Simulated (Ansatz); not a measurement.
How far is PAW off for Ga?

```xyz
2
Lattice="1.3714 -3.9927 0.0000 1.3714 3.9927 0.0000 -0.1165 0.0000 3.3019" Properties=species:S:1:pos:R:3 pbc="T T T"
Ga    1.3423   -2.9466    0.8255
Ga    1.2840    2.9466    2.4765
```

Atom numbers follow the list: Ga1, Ga2.

Structure: COD 9011089, as refined from experiment and not relaxed. The listed cell was then made from it by scaling, straining or moving an atom.

Levels of theory: DFT, PBEsol, PAW with Ansatz's default frozen-core files, scalar-relativistic (Ansatz 0.2.0); DFT, PBEsol, all-electron LAPW, scalar-relativistic (Ansatz 0.2.0).

For PAW: a Γ-centred 14×14×11 k mesh, Fermi–Dirac smearing of 0.03 eV, cutoff 420 eV, no spin polarisation; the PAW files were made with PBE, and the program remakes their frozen cores for this functional. LAPW targets a basis error of 0.5 meV/atom. The Ansatz runs share mesh, smearing and spin set-up. Plane-wave (PAW) pressures include the program's estimate of the Pulay term.

Stress and pressure are positive in compression.

The change that made this cell: volume scaled by 0.975.

| quantity | PAW | LAPW |
| --- | --- | --- |
| pressure (GPa) | -0.45 | -0.42 |
| stress xx (GPa) | -0.49 | -0.45 |
| stress yy (GPa) | -0.33 | -0.30 |
| stress zz (GPa) | -0.54 | -0.50 |
| stress xz (GPa) | -0.12 | -0.12 |
| force on Ga1, y (eV/Å) | 0.195 | 0.194 |

PAW's pressure differs from the LAPW value by -0.04 GPa.
